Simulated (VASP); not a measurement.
Set up this calculation in VASP 6.6.1, as the native input.

```yaml
Task: single point
Functional: optB86b-vdW
Potentials_or_basis: VASP PAW PBE potentials, release 64 (C)
Cutoff: 520 eV
k_mesh: 16 × 16 × 4
Occupations: fermi-dirac, width 0.05 eV
Spin: no spin polarisation
Further_INCAR_settings: ALGO = Normal; EDIFF = 1e-06; NBANDS = 16
```

The structure of C lies in POSCAR:

```
C
1.0
    2.4610000000      0.0000000000      0.0000000000
   -1.2305000000      2.1312885187      0.0000000000
    0.0000000000      0.0000000000      6.7080000000
C
4
Direct
    0.0000000000      0.0000000000      0.2500000000
    0.3333333333      0.6666666667      0.2500000000
    0.5000000000      0.0000000000      0.7500000000
    0.8333333333      0.6666666667      0.7500000000
```

The cell was built by a generator and needn't be a form met in nature.

The input as run:

INCAR

```
AGGAC = 0.0
ALGO = Normal
EDIFF = 1E-6
ENCUT = 520
GGA = MK
ISIF = 2
ISMEAR = -1
LASPH = True
LCHARG = True
LELF = True
LREAL = False
LUSE_VDW = True
LVHAR = True
LWAVE = False
NBANDS = 16
NELM = 80
PARAM1 = 0.1234
PARAM2 = 1.0
PREC = Accurate
SIGMA = 0.05
```

KPOINTS

```
k-points
0
Gamma
  16 16 4
```

Potentials or basis: VASP PAW PBE potentials, release 64 (C).

Run with:

```console
$ cat potpaw_PBE.64/C/POTCAR > POTCAR
$ mpirun -np 1 vasp_std > vasp.out
```

Results of the run:

```
Pressure               : 2.1 GPa
Largest force          : 0.012 eV/Å
Band gap on the k mesh : 0.19 eV
```

Caveat: the PAW data sets were made with another functional, which shifts forces and pressure a little.

Run time: 73 s on 1 thread of Intel(R) Xeon(R) Platinum 8488C (Sapphire Rapids) (shared host), peak memory 0.34 GiB.
